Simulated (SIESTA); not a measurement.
HfC:

```
Hf C
1.0
     0.00000    2.32500    2.32500
     2.32500    0.00000    2.32500
     2.32500    2.32500    0.00000
Hf C
1 1
Direct
  0.50000 0.50000 0.50000
  0.00000 0.00000 0.00000
```

Base run:

```yaml
Program: SIESTA 5.4.2
Functional: RPBE
Potentials_or_basis: PseudoDojo 0.4 standard (PBE files)
Basis: DZP (energy shift 0.003 Ry; two zetas on semicore shells)
Grid_cutoff: 800 Ry
Energy_shift: 0.003 Ry
k_mesh: 10 × 10 × 10
Occupations: fermi-dirac, width 0.05 eV
Spin: no spin polarisation
```

Its results: band gap on the k mesh none (metal or under the smearing width); pressure 6.7 GPa.

Question: After a change of settings the same cell gave: band gap on the k mesh none (metal or under the smearing width); pressure 10.4 GPa. Which change was it?
A. functional from RPBE to revPBE
B. functional from RPBE to AM05; potentials or basis from PseudoDojo 0.4 standard (PBE files) to PseudoDojo 0.4 standard (PBEsol files)
C. functional from RPBE to PW91
D. functional from RPBE to BLYP

Answer: D.

Caveats: short orbitals over semicore shells can move pressures by several GPa; the potentials were made for another functional, which shifts forces and pressure; the basis of atomic orbitals isn't converged, which shifts pressures, moduli and gaps.

Runs at the PBE level aren't shown here.
